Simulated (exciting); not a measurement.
A run of exciting (release sodium):

The input input.xml:

```xml
<input>
  <title>Ta</title>
  <structure speciespath="./" tshift="false">
    <crystal scale="1">
      <basevect>-3.062743380869 3.126831552660 3.078817391285</basevect>
      <basevect>3.208378904116 -3.073015932083 3.170637293955</basevect>
      <basevect>3.065959694733 3.076232245947 -3.025001770708</basevect>
    </crystal>
    <species speciesfile="Ta.xml" rmt="2.3">
      <atom coord="0.001911000000 -0.023575000000 -0.004103000000"/>
    </species>
  </structure>
  <groundstate do="fromscratch" ngridk="11 11 11" rgkmax="9" gmaxvr="14" lmaxapw="10" lmaxmat="10" lmaxvr="8" xctype="GGA_PBE" stype="Fermi Dirac" swidth="0.00183747" nempty="12" ValenceRelativity="iora*" epsengy="1e-05" epspot="1e-05" maxscl="60" tforce="true" outputlevel="normal"/>
  <properties>
    <chargedensityplot>
      <plot3d>
        <box grid="15 15 15">
          <origin coord="0 0 0"/>
          <point coord="1 0 0"/>
          <point coord="0 1 0"/>
          <point coord="0 0 1"/>
        </box>
      </plot3d>
    </chargedensityplot>
    <elfplot>
      <plot3d>
        <box grid="15 15 15">
          <origin coord="0 0 0"/>
          <point coord="1 0 0"/>
          <point coord="0 1 0"/>
          <point coord="0 0 1"/>
        </box>
      </plot3d>
    </elfplot>
    <exccplot>
      <plot3d>
        <box grid="15 15 15">
          <origin coord="0 0 0"/>
          <point coord="1 0 0"/>
          <point coord="0 1 0"/>
          <point coord="0 0 1"/>
        </box>
      </plot3d>
    </exccplot>
  </properties>
</input>
```

Potentials or basis: all-electron LAPW+lo, shipped species files, valence relativity iora*.

The run is started by

```sh
$ OMP_NUM_THREADS=1 exciting_smp
```

Hardware: 1 thread of Arm Neoverse V1, with other jobs on the host.

Question: How long does it take, and how much memory?

Answer: Run time: 12 min on 1 thread of Arm Neoverse V1 (shared host), peak memory 0.11 GiB. Counts: scf iterations 13, plane waves 135.
